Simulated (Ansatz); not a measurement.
# Ge under changes of volume

One of the cells (19.416 Å³/atom); the others are scaled copies at fixed shape and fractional positions:

```
Ge
1.0
     0.00000    2.88574    5.11566
     2.63050    0.00000    5.11566
     2.63050    2.88574    0.00000
Ge
4
Direct
  0.72649 0.27351 0.72649
  0.27351 0.72649 0.27351
  0.21813 0.21813 0.78187
  0.78187 0.78187 0.21813
```

This isn't the form of Ge at room conditions, which is diamond.

| Item | Value |
| --- | --- |
| Program | Ansatz 0.2.0 |
| Functional | r2SCAN |
| Potentials or basis | Ansatz PAW |
| Cutoff | 500 eV (not typed: the program's choice for these potentials) |
| k mesh | 7 × 7 × 7 |
| Occupations | fermi-dirac, width 0.05 eV |
| Spin | no spin polarisation |

| volume (Å³/atom) | energy over the lowest point (meV/atom) | pressure (GPa) | largest force (eV/Å) |
| --- | --- | --- | --- |
| 18.251 | ? | ? | ? |
| 18.640 | 0.00 | 0.5 | 0.013 |
| 19.028 | 0.78 | -1.1 | 0.032 |
| 19.416 | 5.08 | -2.4 | 0.048 |
| 19.805 | 12.47 | -3.6 | 0.063 |
| 20.193 | 22.61 | -4.7 | 0.076 |
| 20.581 | 35.22 | -5.7 | 0.088 |

Q: What does the run at 18.251 Å³/atom give?

A: Energy over the lowest point 3.22 meV/atom; pressure 2.2 GPa; largest force 0.010 eV/Å.

Worked out: A Birch-Murnaghan fit of order 3 (a polynomial in V^(-2/3)) to the other rows has its minimum at 18.75 Å³/atom with B0 = V·E''(V) = 76 GPa and B' = 4.6 at fixed shape and positions, which overstates the stiffness. It gives 3.13 meV/atom at 18.251 Å³/atom, against the run's 3.22, and -dE/dV = 2.2 GPa, against 2.2.

Energies are extrapolated to zero smearing.

Caveats: the PAW data sets come from PBE, with cores solved anew for the run's functional, which leaves a small shift of forces and pressure.
